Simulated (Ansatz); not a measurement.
(100) slab cut from the bulk of TiO2, 15 Å of vacuum:

```
CELL_PARAMETERS angstrom
2.93899 0.00000 0.00000
0.00000 4.59125 0.00000
0.00000 0.00000 28.27386
ATOMIC_POSITIONS crystal
O 0.50000 0.19556 0.26526
Ti 0.00000 0.00000 0.29702
O 0.50000 0.80444 0.32878
O 0.00000 0.30444 0.34646
Ti 0.50000 0.50000 0.37821
O 0.00000 0.69556 0.40997
O 0.50000 0.19556 0.42765
Ti 0.00000 0.00000 0.45940
O 0.50000 0.80444 0.49116
O 0.00000 0.30444 0.50884
Ti 0.50000 0.50000 0.54060
O 0.00000 0.69556 0.57235
O 0.50000 0.19556 0.59003
Ti 0.00000 0.00000 0.62179
O 0.50000 0.80444 0.65354
O 0.00000 0.30444 0.67122
Ti 0.50000 0.50000 0.70298
O 0.00000 0.69556 0.73474
```

Level of theory: Ansatz, DFT PBEsol, scalar-relativistic, plane waves, PAW. Plane waves to 420 eV, a k mesh through Γ of 9×6×1 on the computed 18-atom cell and Gaussian smearing (0.05 eV); no spin polarisation. The cell repeats along c with a dipole correction in the vacuum.

This base run converges in 11 iterations with a largest force of 3.870 eV/Å.

One setting at a time is then changed, some of them on purpose to poor values; changes count from the base run, energies are extrapolated to zero smearing, γ keeps the base's bulk energy, atoms stay where they are, and risky runs are capped at 50 to 100 iterations.

(1) What does each change do? k mesh 13×9×1; vacuum of 3 Å; n_extra_bands = 1; occupations fixed; cutoff 120 eV; occupations gaussian 0.5 eV; field of 1.5 V/Å along c; occupations gaussian 1.5 eV; mixing β = 0.9.

In some of the runs (vacuum 3, cutoff 120, field 1.5) charge leaks into the vacuum, so their work functions can be off.

Answers

(1)
```tsv
change	outcome	SCF iterations	ΔE (meV/atom)	Δγ (J/m²)	largest force (eV/Å)	largest change of a force (eV/Å)
k mesh 13×9×1	converged	11	0.0	0.000	3.870	0.000
vacuum of 3 Å	converged with warnings	12	-5.1	-0.054	3.794	0.119
n_extra_bands = 1	converged	12	0.0	0.000	3.870	0.000
occupations fixed	converged	11	0.0	0.000	3.870	0.000
cutoff 120 eV	converged with warnings	13	+41912.1		2.726	2.836
occupations gaussian 0.5 eV	converged	11	+0.1	+0.001	3.870	0.001
field of 1.5 V/Å along c	converged with warnings	20	-58.7		4.261	1.250
occupations gaussian 1.5 eV	converged	8	+58.0	+0.620	3.312	0.782
mixing β = 0.9	converged	11	0.0	0.000	3.870	0.000
```

Cost: 10 runs of about 16 core-minutes in all, on Arm Neoverse V2 (shared hosts).